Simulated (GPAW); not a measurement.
Crystal: Zn.

```
CELL_PARAMETERS angstrom
3.77113 0.00000 0.00000
0.00000 3.77113 0.00000
0.00000 0.00000 3.77113
ATOMIC_POSITIONS crystal
Zn 0.00000 0.50000 0.50000
Zn 0.50000 0.00000 0.50000
Zn 0.50000 0.50000 0.00000
```

The cell was built by a generator and needn't be a form met in nature.

Base run:

```yaml
Program: GPAW 26.7.0
Functional: revPBE
Potentials_or_basis: the program's PAW data sets (release 1.2.1) made for this functional
Cutoff: 600 eV
Basis: pw
k_mesh: 7 × 7 × 7
Occupations: fermi-dirac, width 0.05 eV
Spin: no spin polarisation
```

Its results: pressure 1.3 GPa.

Problem. After a change of settings the same cell gave: pressure 2.1 GPa. Which change was it?
A. functional from revPBE to r2SCAN; potentials or basis from the program's PAW data sets (release 1.2.1) made for this functional to GPAW PAW data sets (gpaw-data 1.2.1)
B. functional from revPBE to RPBE
C. functional from revPBE to PBEsol; potentials or basis from the program's PAW data sets (release 1.2.1) made for this functional to PAW data sets generated in the run's folder for this functional
D. functional from revPBE to PBE; potentials or basis from the program's PAW data sets (release 1.2.1) made for this functional to GPAW PAW data sets (gpaw-data 1.2.1)

Solution. B.
